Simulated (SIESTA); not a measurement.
Runs of SIESTA 5.4.2 on CdSe. The structure is cubic, space group F-43m (No. 216). Conventional cell: a = 6.141 Å, b = 6.141 Å, c = 6.141 Å, α = 90.00°, β = 90.00°, γ = 90.00°. Cd (site symmetry -43m) has 4 Se at 2.66 Å as nearest neighbours. Se (site symmetry -43m) is surrounded by 4 Cd at 2.66 Å. Measurements of this composition are mostly on another form, of space group No. 186.

| level | gap on the mesh (eV) | pressure (GPa) |
| --- | --- | --- |
| vdW-DF | 0.85 | (a) |
| vdW-DF-C09 | 0.66 | -1.0 |
| optB88-vdW | 0.68 | 1.0 |
| PBE | 0.78 | (b) |
| vdW-DF2 | (c) | 5.2 |

Alike in all rows: task band structure; potentials or basis PseudoDojo 0.4 standard (PBE files), DZP (energy shift 0.003 Ry; two zetas on semicore shells); no spin polarisation; cell as given; k mesh 5 × 5 × 5; smearing fermi-dirac 0.05 eV; grid cutoff 800 Ry; energy shift 0.003 Ry.

Fill in the values left out.

(a) 3.9; (b) 1.4; (c) 0.62.

Caveats: the basis of atomic orbitals isn't converged, which shifts pressures, moduli and gaps; the potentials were made for another functional, which shifts forces and pressure (some runs).

A k mesh can miss the band edges, and the runs leave out spin-orbit coupling on Cd, Se.
